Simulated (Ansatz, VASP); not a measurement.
## Two plane-wave programs on Ag

```xyz
1
Lattice="0.0000 2.0427 2.0427 2.0427 0.0000 2.0427 2.0427 2.0427 0.0000" Properties=species:S:1:pos:R:3 pbc="T T T"
Ag    0.0000    0.0000    0.0000
```

Alike in both runs: task single point; functional PBE; k mesh 8 × 8 × 8; occupations gaussian, width 0.1 eV; no spin polarisation.

```csv
,VASP,Ansatz
version,VASP 6.6.1,Ansatz 0.2.0
potentials or method,"VASP PAW PBE potentials, release 64 (Ag)","scalar-relativistic, plane waves, PAW"
plane-wave cutoff (eV),520,420
valence electrons in the cell,11,19
```

```tsv
	VASP	Ansatz	Ansatz less VASP
gap on the k mesh at the Fermi level (eV)	none	none	-
pressure (GPa)	5.2	5.3	+0.10
```

A gap of «none» marks a metal or a gap that the smearing closes. The two sets of potentials don't hold the same shells in valence.
